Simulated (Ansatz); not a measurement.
Sc:

```
CELL_PARAMETERS angstrom
-1.91721 1.91721 1.71760
1.91721 -1.91721 1.71760
1.91721 1.91721 -1.71760
ATOMIC_POSITIONS crystal
Sc 0.00000 0.00000 0.00000
```

This isn't the form of Sc at room conditions, which is hcp.

Program: Ansatz 0.2.0. Alike in all runs: cell as given; k mesh 10 × 10 × 10.

Question: Order these runs on this cell by their pressure, lowest first.
A. level PBEsol+D4; potentials or basis SSSP efficiency PAW; spin non-collinear, program default start; cutoff (eV) 1225; smearing fermi-dirac 0.1 eV; points for each segment of the path 14
B. level r2SCAN+rVV10; potentials or basis Ansatz PAW; spin off; cutoff (eV) 500; smearing methfessel-paxton 0.05 eV; other keys scf.n_extra_bands = 8
C. level PBEsol+D3(BJ)+U; potentials or basis Ansatz PAW; spin SOC, no magnetisation; U Sc d U = 5.0 eV; cutoff (eV) 420; smearing tetrahedron; double counting fll; hubbard projectors ortho-atomic (the default); other keys hamiltonian.pseudopotentials = kind paw_fr; …

Answer: A (-3.6 GPa), B (-1.0 GPa), C (3.2 GPa).

Caveats: pairwise dispersion overbinds metals, which lowers pressure and volume; the PAW data sets come from PBE, with cores solved anew for the run's functional, which leaves a small shift of forces and pressure (some runs); U without spin polarisation on a metal has little footing (some runs); the U is typed as a test and isn't derived for this compound (some runs); with tetrahedron occupations forces and stress needn't match the slope of the energy (some runs).

Runs at the PBE level aren't shown here.
